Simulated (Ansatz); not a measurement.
# Residual resistivity of an alloy: Os(0001) with 2 layers of random Os-Ir, 2x2, part 2 of 2

Wanted: resistance against the alloy's length, first Os(0001) with 2 layers of random Os-Ir, 2x2.

Ansatz 0.2.0; Ansatz plane-wave DFT, PBE, PAW files; ballistic transport by layer matching (Landauer), zero bias; PAW set soft_1.

So far. Step 3 (With 6 alloy layers): Over the solved energies the transmission per spin lies between 3.48 and 3.64, out of 4.53 channels of the lead on average (up to 4.55).

## Step 4: With 10 alloy layers

In 10 layers a share of 0.25 of the sites is given to Ir at random. A fresh draw is used; the growth of the resistance with length is what counts.

System of this step: Os(0001) with 10 layers of random Os-Ir, 2x2. The cell holds 80 atoms: 70 Os and 10 Ir. Cell: a = 5.468 Å, b = 5.468 Å, c = 43.197 Å, α = 90.0°, β = 90.0°, γ = 120.0°. It derives from Os. Regions: lead, 40 atoms (40 Os); scattering region, 40 atoms (30 Os and 10 Ir). The structure is stacked along c, and the current runs across the ab planes.

File input.yaml:

```yaml
crystal:
  lattice:
    - [5.4682, 0.0, 0.0]
    - [-2.7341, 4.735600113, 0.0]
    - [0.0, 0.0, 43.197]
  atoms:
    - { symbol: Os, position: [0.1666666667, 0.3333333333, 0.025] }
    - { symbol: Os, position: [0.1666666667, 0.8333333333, 0.025] }
    - { symbol: Os, position: [0.6666666667, 0.3333333333, 0.025] }
    - { symbol: Os, position: [0.6666666667, 0.8333333333, 0.025] }
    - { symbol: Os, position: [0.3333333333, 0.1666666667, 0.075] }
    - { symbol: Os, position: [0.3333333333, 0.6666666667, 0.075] }
    - { symbol: Os, position: [0.8333333333, 0.1666666667, 0.075] }
    - { symbol: Os, position: [0.8333333333, 0.6666666667, 0.075] }
    - { symbol: Os, position: [0.1666666667, 0.3333333333, 0.125] }
    - { symbol: Os, position: [0.1666666667, 0.8333333333, 0.125] }
    - { symbol: Os, position: [0.6666666667, 0.3333333333, 0.125] }
    - { symbol: Os, position: [0.6666666667, 0.8333333333, 0.125] }
    - { symbol: Os, position: [0.3333333333, 0.1666666667, 0.175] }
    - { symbol: Os, position: [0.3333333333, 0.6666666667, 0.175] }
    - { symbol: Os, position: [0.8333333333, 0.1666666667, 0.175] }
    - { symbol: Os, position: [0.8333333333, 0.6666666667, 0.175] }
    - { symbol: Os, position: [0.1666666667, 0.3333333333, 0.225] }
    - { symbol: Os, position: [0.1666666667, 0.8333333333, 0.225] }
    - { symbol: Os, position: [0.6666666667, 0.3333333333, 0.225] }
    - { symbol: Os, position: [0.6666666667, 0.8333333333, 0.225] }
    - { symbol: Os, position: [0.3333333333, 0.1666666667, 0.275] }
    - { symbol: Os, position: [0.3333333333, 0.6666666667, 0.275] }
    - { symbol: Os, position: [0.8333333333, 0.1666666667, 0.275] }
    - { symbol: Os, position: [0.8333333333, 0.6666666667, 0.275] }
    - { symbol: Os, position: [0.1666666667, 0.3333333333, 0.325] }
    - { symbol: Os, position: [0.1666666667, 0.8333333333, 0.325] }
    - { symbol: Ir, position: [0.6666666667, 0.3333333333, 0.325] }
    - { symbol: Os, position: [0.6666666667, 0.8333333333, 0.325] }
    - { symbol: Ir, position: [0.3333333333, 0.1666666667, 0.375] }
    - { symbol: Os, position: [0.3333333333, 0.6666666667, 0.375] }
    - { symbol: Os, position: [0.8333333333, 0.1666666667, 0.375] }
    - { symbol: Os, position: [0.8333333333, 0.6666666667, 0.375] }
    - { symbol: Os, position: [0.1666666667, 0.3333333333, 0.425] }
    - { symbol: Ir, position: [0.1666666667, 0.8333333333, 0.425] }
    - { symbol: Os, position: [0.6666666667, 0.3333333333, 0.425] }
    - { symbol: Os, position: [0.6666666667, 0.8333333333, 0.425] }
    - { symbol: Os, position: [0.3333333333, 0.1666666667, 0.475] }
    - { symbol: Os, position: [0.3333333333, 0.6666666667, 0.475] }
    - { symbol: Ir, position: [0.8333333333, 0.1666666667, 0.475] }
    - { symbol: Ir, position: [0.8333333333, 0.6666666667, 0.475] }
    - { symbol: Os, position: [0.1666666667, 0.3333333333, 0.525] }
    - { symbol: Os, position: [0.1666666667, 0.8333333333, 0.525] }
    - { symbol: Ir, position: [0.6666666667, 0.3333333333, 0.525] }
    - { symbol: Os, position: [0.6666666667, 0.8333333333, 0.525] }
    - { symbol: Os, position: [0.3333333333, 0.1666666667, 0.575] }
    - { symbol: Os, position: [0.3333333333, 0.6666666667, 0.575] }
    - { symbol: Os, position: [0.8333333333, 0.1666666667, 0.575] }
    - { symbol: Os, position: [0.8333333333, 0.6666666667, 0.575] }
    - { symbol: Os, position: [0.1666666667, 0.3333333333, 0.625] }
    - { symbol: Os, position: [0.1666666667, 0.8333333333, 0.625] }
    - { symbol: Ir, position: [0.6666666667, 0.3333333333, 0.625] }
    - { symbol: Os, position: [0.6666666667, 0.8333333333, 0.625] }
    - { symbol: Ir, position: [0.3333333333, 0.1666666667, 0.675] }
    - { symbol: Os, position: [0.3333333333, 0.6666666667, 0.675] }
    - { symbol: Ir, position: [0.8333333333, 0.1666666667, 0.675] }
    - { symbol: Os, position: [0.8333333333, 0.6666666667, 0.675] }
    - { symbol: Os, position: [0.1666666667, 0.3333333333, 0.725] }
    - { symbol: Os, position: [0.1666666667, 0.8333333333, 0.725] }
    - { symbol: Os, position: [0.6666666667, 0.3333333333, 0.725] }
    - { symbol: Ir, position: [0.6666666667, 0.8333333333, 0.725] }
    - { symbol: Os, position: [0.3333333333, 0.1666666667, 0.775] }
    - { symbol: Os, position: [0.3333333333, 0.6666666667, 0.775] }
    - { symbol: Os, position: [0.8333333333, 0.1666666667, 0.775] }
    - { symbol: Os, position: [0.8333333333, 0.6666666667, 0.775] }
    - { symbol: Os, position: [0.1666666667, 0.3333333333, 0.825] }
    - { symbol: Os, position: [0.1666666667, 0.8333333333, 0.825] }
    - { symbol: Os, position: [0.6666666667, 0.3333333333, 0.825] }
    - { symbol: Os, position: [0.6666666667, 0.8333333333, 0.825] }
    - { symbol: Os, position: [0.3333333333, 0.1666666667, 0.875] }
    - { symbol: Os, position: [0.3333333333, 0.6666666667, 0.875] }
    - { symbol: Os, position: [0.8333333333, 0.1666666667, 0.875] }
    - { symbol: Os, position: [0.8333333333, 0.6666666667, 0.875] }
    - { symbol: Os, position: [0.1666666667, 0.3333333333, 0.925] }
    - { symbol: Os, position: [0.1666666667, 0.8333333333, 0.925] }
    - { symbol: Os, position: [0.6666666667, 0.3333333333, 0.925] }
    - { symbol: Os, position: [0.6666666667, 0.8333333333, 0.925] }
    - { symbol: Os, position: [0.3333333333, 0.1666666667, 0.975] }
    - { symbol: Os, position: [0.3333333333, 0.6666666667, 0.975] }
    - { symbol: Os, position: [0.8333333333, 0.1666666667, 0.975] }
    - { symbol: Os, position: [0.8333333333, 0.6666666667, 0.975] }
kpoints:
  mp_grid: { grid: [5, 5, 1] }
hamiltonian:
  xc: pbe
  pseudopotentials: { kind: paw, azcp: { folder: soft_1 } }
scf:
  occupations: { method: fermi_dirac, width: 0.1 }
output:
  transmission:
    leads: [[0, 8]]
    kmesh: [10, 10]
    e_range: [-0.05, 0.05]
    de: 0.05
  write_potential: true
  write_density: true
  volumetric_format: npy
```

Command:

```bash
ansatz run input.yaml --threads 4 --pin off --max-ram 15360MiB --backend cpu --events-out ev --progress --plain --runs-dir out
```

Numbers of over 12 decimals in the logs are rounded to 6 here.

The program printed:

```text
[...]
Crystal: 80 atoms, lattice volume = 1118.595 Å³
Basis set: ecut = 420 eV, 21739 PW (Γ)
Bands: 774, of which v1, the nominal top of the filled ones, is band 645 counted from 1 (644 counted from 0)
Symmetry: 1 space group operations
[...]
k-points: 13 of 25 (time reversal used)
[...]
SCF iter   1: F=—  HF=-916394.149358 eV  |F-HF|=—  |Δ(HF+E_count)|=         —  Δρ=5.92e-2  dr2=1.28e2  ethr=3.10e-3  ⟨swp⟩=5.5  Hψ=33072  notcnv=0  defer=69
[...]
SCF iter   9: F=-916382.500563 eV  HF=-916382.500563 eV  |F-HF|=8.22e-8  |Δ(HF+E_count)|=   5.09e-8  Δρ=6.60e-7  dr2=8.41e-8  ethr=7.75e-12  ⟨swp⟩=6.5  Hψ=23090  notcnv=0
SCF 1 converged in 9 iterations: F = -916382.500563 eV  dr2 = 8.41e-8
[...]
transmission: 417 of 4160 steps passed
transmission: 832 of 4160 steps passed
[...]
transmission: 4160 of 4160 steps passed
SCF converged after 9 iterations
Free energy (F): -916382.500563 eV
[...]
Internal energy: -916380.683904 eV  (E = F + TS)
E sigma→0 (E₀):  -916381.592233 eV
Entropy (-TS):   -1.816659 eV (-22.708 meV/atom)
Fermi energy:    26.122168 eV
[...]
--- Band table (eV; the first three rows and the last of 13) ---
  k-point 0: bands = [... 641 lower, 26.6767, 26.6803, 26.7564, 26.7605, 26.7926, 26.8109, 27.0966, 27.1474, ... 125 higher]
  k-point 1: bands = [... 641 lower, 26.3588, 26.3829, 26.6576, 26.6873, 26.8307, 26.9084, 26.9275, 26.9940, ... 125 higher]
  k-point 2: bands = [... 641 lower, 25.8525, 25.8666, 25.8918, 25.9091, 25.9146, 25.9674, 26.0175, 26.0321, ... 125 higher]
  k-point 12: bands = [... 641 lower, 26.0271, 26.0409, 26.0531, 26.0799, 26.0931, 26.1283, 26.2133, 26.2237, ... 125 higher]
--- Transmission ---
  basis      : 223 plane waves across, 80 finite elements along
  points     : 52, standing for a mesh of 10 x 10
[...]
channels       : 4.550000e0 a spin
[...]
junction   : crystal 0 to crystal 0, 1.46 to 40.34 Å
    transmission   : 3.373990e0 a spin
[...]
```

Run time: 17 min. Hardware: 4 threads of Intel Xeon 6975P-C (Granite Rapids), shared host; peak memory 8.9 GiB; 61 min of CPU time.

Numbers from this step:

```
free energy                                   : -916382.5006 eV
energy at zero smearing                       : -916381.5922 eV
Fermi energy                                  : 26.12 eV
transmission per spin nearest the Fermi level : 3.374
step of the lead's potential                  : 2.7 meV
```

Per spin. The transmission, zone mean by energy, zero at the Fermi level:

| energy (eV) | transmission, zone mean |
| --- | --- |
| -0.0500 | 3.39 |
| 0.0000 | 3.37 |
| 0.0500 | 3.38 |

Over the solved energies the transmission per spin lies between 3.37 and 3.39, out of 4.53 channels of the lead on average (up to 4.55).

## Step 5: Resistance against length

This step: Ansatz plane-wave DFT, PBE, PAW files; ballistic transport by layer matching (Landauer), zero bias; residual resistivity from the slope of the area resistance, atoms on the host's lattice; PAW set soft_1 (Ansatz 0.2.0).

Numbers from this step:

```
resistivity           : 8.403 µΩ cm
intercept             : 0.07643 fΩ m²
scatter about the fit : 0.008693 fΩ m²
```

Resistance, by row:

| run | length (Å) | T | channels N | RA (fΩ m²) |
| --- | --- | --- | --- | --- |
| n2 | 4.32 | 4.022 | 4.613 | 0.1066 |
| n6 | 12.96 | 3.575 | 4.533 | 0.1976 |
| n10 | 21.6 | 3.379 | 4.533 | 0.2518 |

Area resistance against length of the alloy:

| length of the alloy (Å) | area resistance (fΩ m²) |
| --- | --- |
| 4.32 | 0.107 |
| 12.96 | 0.198 |
| 21.60 | 0.252 |

The area resistance goes from 0.11 to 0.25 fΩ m² between 4.3 and 21.6 Å, a slope of 8.4 µΩ cm.

By hand from the end points: (0.2518 − 0.1066) fΩ m² / (21.60 − 4.32) Å = 8.4 µΩ cm, since 1 fΩ m² per Å is 1000 µΩ cm.

## Step 6: Results

```
resistivity from the slope  : 8.40 µΩ cm
area resistance over 4.32 Å : 0.107 fΩ m²
area resistance over 13.0 Å : 0.198 fΩ m²
area resistance over 21.6 Å : 0.252 fΩ m²
```

The slope gives 8.4 µΩ cm. The points scatter by 0.0087 fΩ m² about the line, with one random draw a length in a 2x2 cell, so the slope is a rough value. The lead's own channel count moves between the runs (4.61, 4.53 and 4.53), which shifts RA and the slope too. Read with a model of isotropic scattering on a spherical Fermi surface and the lead's 1.4×10¹⁵ S/m², this slope means a mean free path near 73 Å; over these lengths the model's slope is 1.13 times its bulk resistivity, which would be 7.4 µΩ cm. The draw over the shortest length came out nearly ordered, with 8 symmetry operations, so that point is a poor sample of a random alloy. The atoms sit on the host's lattice, so scattering by size misfit is left out. Spin-orbit coupling is left out, which matters for Ir and Os.

[Logs are printed without paths, hosts, clocks, repeated set-up lines and the standing remarks that a program may print on its own settings, such as how far it seeks lower states.]

[Hosts, paths, dates, database ids (printed as entryN), source tags and the programs' standing remarks are cut or masked in the printed files.]
